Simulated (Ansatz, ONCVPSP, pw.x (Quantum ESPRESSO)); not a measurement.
# What a changed setting does to a pw.x run (diamond Os)

Potential: optimised norm-conserving Vanderbilt (ONCV), ONCVPSP 4.0.1.1 (patched build), PBE; core [Kr] 4d10 4f14, reference 5s2 5p6 5d6 6s2; waves: 5s+6s: rc 1.55 bohr, ncon 4, nbas 8, qcut 7.1 1/bohr, 2 projectors; 5p: rc 1.50 bohr, ncon 4, nbas 7, qcut 8.6 1/bohr, 2 projectors, debl 1.3 Ha; 5d: rc 1.90 bohr, ncon 4, nbas 8, qcut 9.5 1/bohr, 2 projectors, debl 2.4 Ha; local part: polynomial inside 1.30 bohr (lpopt 5, dvloc0 0 Ha); core correction: Teter function, fcfact 4.25, rcfact 1.55. In the p channel the program set the typed energies aside and used -1.868, 0.250 Ha.

The reference run (k-mesh 8³, cutoffs 75/300 Ry, Fermi–Dirac 0.01 Ry, mixing_beta 0.4, conv_thr 1e-9, no spin) gives -1.55 GPa at 21.376 Å³/atom, where all-electron LAPW gives 0.80 GPa. This run, with its own iteration cap, changes degauss to 0.005.

```
&control
  calculation='scf', prefix='x', pseudo_dir='./', outdir='./tmp', tstress=.true., disk_io='none'
/
&system
  ibrav=0, nat=2, ntyp=1, ecutwfc=75, ecutrho=300, nbnd=26,
  occupations='smearing', smearing='fd', degauss=0.005
/
&electrons
  conv_thr=1e-09, mixing_beta=0.4, electron_maxstep=60
/
ATOMIC_SPECIES
Os 1.0 Os.UPF
CELL_PARAMETERS angstrom
  0.00000000 2.77529283 2.77529283
  2.77529283 0.00000000 2.77529283
  2.77529283 2.77529283 0.00000000
ATOMIC_POSITIONS crystal
Os 0.0000 0.0000 0.0000
Os 0.2500 0.2500 0.2500
K_POINTS automatic
8 8 8 0 0 0
```

```bash
pw.x < Os.scf.in > Os.scf.out
```

Question: How does the run end?

Answer: It converges in 9 iterations; the free energy moves by +18.1 meV/atom and the pressure by -0.23 GPa. In a metal, with Fermi–Dirac smearing, F lies below its zero-width value by a term in the square of the width.

```
Message from routine setup:
     using ibrav=0 with symmetry is DISCOURAGED, use correct ibrav instead
     lattice parameter (alat)  =       7.4169  a.u.
     unit-cell volume          =     288.5048 (a.u.)^3
     number of electrons       =        32.00
     number of Kohn-Sham states=           26
     kinetic-energy cutoff     =      75.0000  Ry
     charge density cutoff     =     300.0000  Ry
     scf convergence threshold =      1.0E-09
     Exchange-correlation= PBE
     number of k points=    29  Fermi-Dirac smearing, width (Ry)=  0.0050
     iteration #  1     ecut=    75.00 Ry     beta= 0.40
     total energy              =    -407.63829935 Ry
     estimated scf accuracy    <       0.05182246 Ry
     iteration #  2     ecut=    75.00 Ry     beta= 0.40
     total energy              =    -407.63472184 Ry
     estimated scf accuracy    <       0.01512826 Ry
     iteration #  3     ecut=    75.00 Ry     beta= 0.40
     total energy              =    -407.63571923 Ry
     estimated scf accuracy    <       0.00015103 Ry
     [... 3 iterations left out ...]
     iteration #  7     ecut=    75.00 Ry     beta= 0.40
     total energy              =    -407.63574854 Ry
     estimated scf accuracy    <       0.00000005 Ry
     iteration #  8     ecut=    75.00 Ry     beta= 0.40
     total energy              =    -407.63574856 Ry
     estimated scf accuracy    <          5.1E-09 Ry
     iteration #  9     ecut=    75.00 Ry     beta= 0.40
     the Fermi energy is    15.3669 ev
!    total energy              =    -407.63574856 Ry
     estimated scf accuracy    <          2.8E-11 Ry
     smearing contrib. (-TS)   =      -0.00144935 Ry
     The total energy is F=E-TS. E is the sum of the following terms:
     one-electron contribution =    -141.15247622 Ry
     hartree contribution      =      82.88536499 Ry
     xc contribution           =     -86.42336170 Ry
     ewald contribution        =    -262.94382628 Ry
     convergence has been achieved in   9 iterations
          total   stress  (Ry/bohr**3)                   (kbar)     P=      -17.77
     Message from routine punch:
     Nothing written, as per user request (disk_io='none')
```

The run took about 82 s on one core of a shared host (Neoverse-N1, 64 threads, 124 GiB, load 57).
